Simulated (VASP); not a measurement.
Level of theory: PBE GGA, VASP's PBE PAW potentials (set 64) (plane waves; VASP).

VASP input:

File POSCAR:
```
Li2O
4.620
  0.0000000000   0.5000000000   0.5000000000
  0.5000000000   0.0000000000   0.5000000000
  0.5000000000   0.5000000000   0.0000000000
Li O
2 1
Cart
  0.2500000000   0.2500000000   0.2500000000
  0.7500000000   0.7500000000   0.7500000000
  0.0000000000   0.0000000000   0.0000000000
```

### INCAR
```
SYSTEM = Li2O
PREC = Accurate; ENCUT = 520; LREAL = .FALSE.
LASPH = .TRUE.
EDIFF = 1E-6; NELM = 100; ALGO = Normal
ISMEAR = 0; SIGMA = 0.05
GGA = PE
LWAVE = .TRUE.; LCHARG = .FALSE.
```

### KPOINTS
```
kpoints
0
gamma
6 6 6
```

POTCAR, in this order: Li_sv O (PBE.64 set). Program: vasp_std.

What VASP printed:

### OSZICAR
```
       N       E                     dE             d eps       ncg     rms          rms(c)
DAV:   1     0.394795618507E+02    0.39480E+02   -0.61935E+03   320   0.131E+03
DAV:   2    -0.118169101011E+02   -0.51296E+02   -0.48265E+02   386   0.232E+02
DAV:   3    -0.159349955521E+02   -0.41181E+01   -0.41055E+01   526   0.589E+01
DAV:   4    -0.161237530844E+02   -0.18876E+00   -0.18855E+00   422   0.989E+00
DAV:   5    -0.161250470455E+02   -0.12940E-02   -0.12939E-02   426   0.696E-01    0.749E+00
DAV:   6    -0.143808110739E+02    0.17442E+01   -0.97453E+00   322   0.198E+01    0.288E+00
DAV:   7    -0.143480197101E+02    0.32791E-01   -0.23439E-01   368   0.409E+00    0.148E+00
DAV:   8    -0.143475686900E+02    0.45102E-03   -0.58641E-02   384   0.303E+00    0.357E-01
DAV:   9    -0.143464626016E+02    0.11061E-02   -0.71686E-03   396   0.783E-01    0.108E-01
DAV:  10    -0.143469546555E+02   -0.49205E-03   -0.10163E-03   342   0.263E-01    0.529E-02
DAV:  11    -0.143469355969E+02    0.19059E-04   -0.48365E-05   410   0.868E-02    0.112E-02
DAV:  12    -0.143469373614E+02   -0.17645E-05   -0.60715E-06   418   0.244E-02    0.238E-03
DAV:  13    -0.143469375601E+02   -0.19863E-06   -0.86760E-07   348   0.930E-03
   1 F= -.14346938E+02 E0= -.14346938E+02  d E =-.414933E-17
```

**OUTCAR**
```
------------------------ aborting loop because EDIFF is reached ----------------------------------------
  FORCE on cell =-STRESS in cart. coord.  units (eV):
  Direction    XX          YY          ZZ          XY          YZ          ZX
  --------------------------------------------------------------------------------------
  Total        0.0488789      0.0488789      0.0488789      0.0000000      0.0000000      0.0000000
  in kB        3.1766270      3.1766270      3.1766270      0.0000000      0.0000000      0.0000000
  external PRESSURE =       3.1766270 kB  Pullay stress =       0.0000000 kB
  volume of cell :       24.65
      direct lattice vectors                 reciprocal lattice vectors
     0.000000000  2.310000000  2.310000000    -0.216450216  0.216450216  0.216450216
     2.310000000  0.000000000  2.310000000     0.216450216 -0.216450216  0.216450216
     2.310000000  2.310000000  0.000000000     0.216450216  0.216450216 -0.216450216
 POSITION                                       TOTAL-FORCE (eV/Angst)
 -----------------------------------------------------------------------------------
      1.15500      1.15500      1.15500         0.000000      0.000000      0.000000
      3.46500      3.46500      3.46500        -0.000000     -0.000000     -0.000000
      0.00000      0.00000      0.00000        -0.000000     -0.000000     -0.000000
 -----------------------------------------------------------------------------------
    total drift:                               -0.000000      0.000000      0.000000
  FREE ENERGIE OF THE ION-ELECTRON SYSTEM (eV)
  ---------------------------------------------------
  free  energy   TOTEN  =       -14.3469375601 eV

  energy  without entropy=      -14.3469375601  energy(sigma->0) =      -14.34693756
```
(Selected blocks of OUTCAR.)

The compound is Li2O in the antifluorite structure. The cell was not relaxed at this level.
